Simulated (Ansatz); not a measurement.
MoS2:

```
Mo S
1.0
     3.22746    0.00000    0.00000
    -1.61373    2.79507    0.00000
     0.00000    0.00000    6.31247
Mo S
1 2
Direct
  0.00000 0.00000 0.50000
  0.66667 0.33333 0.74468
  0.33333 0.66667 0.25532
```

Measurements of this composition are mostly on another form, of space group No. 194.

| Quantity | Value |
| --- | --- |
| Program | Ansatz 0.2.0 |
| Task | relaxation of cell and atoms |
| Functional | RPBE |
| Dispersion | D3(BJ) |
| Potentials or basis | Ansatz PAW |
| Cutoff | 420 eV (not typed: the program's choice for these potentials) |
| k mesh | 9 × 9 × 4 |
| Occupations | fermi-dirac, width 0.05 eV |
| Spin | no spin polarisation |

At the start: volume 18.98 Å³/atom.

Q: Where does the relaxation end?

A: It ends after 10 steps and the volume is 13.72 Å³/atom (-27.7 %); space group P-3m1 (No. 164, to 0.05 Å).

The path:
```
step  energy change (eV)  largest force (eV/Å)  volume (Å³)
   1              0.0000                0.2308        56.94
   2             -0.4692                0.3843        51.08
   3             -0.6657                0.1331        44.52
   4             -0.7401                0.0355        43.42
   5             -0.7857                0.1161        41.87
   6             -0.7986                0.0197        40.66
   7             -0.8028                0.0392        41.57
   8             -0.8044                0.0473        41.19
   9             -0.8046                0.0065        41.17
  10             -0.8024                0.0070        41.17
```

Final structure:
```xyz
3
Lattice="3.0088 0.0000 0.0000 -1.5044 2.6057 0.0000 0.0000 0.0000 5.2509" Properties=species:S:1:pos:R:3 pbc="T T T"
Mo    0.0000    0.0000    2.6254
S     1.5044    0.8686    4.2272
S     0.0000    1.7371    1.0236
```

Caveat: the volume moved by over 15 % at a fixed basis, so the end points are rough; the plane-wave basis is chosen anew once the cell has moved, so the energies of steps on either side of that aren't comparable; the PAW data sets come from PBE, with cores solved anew for the run's functional, which leaves a small shift of forces and pressure.
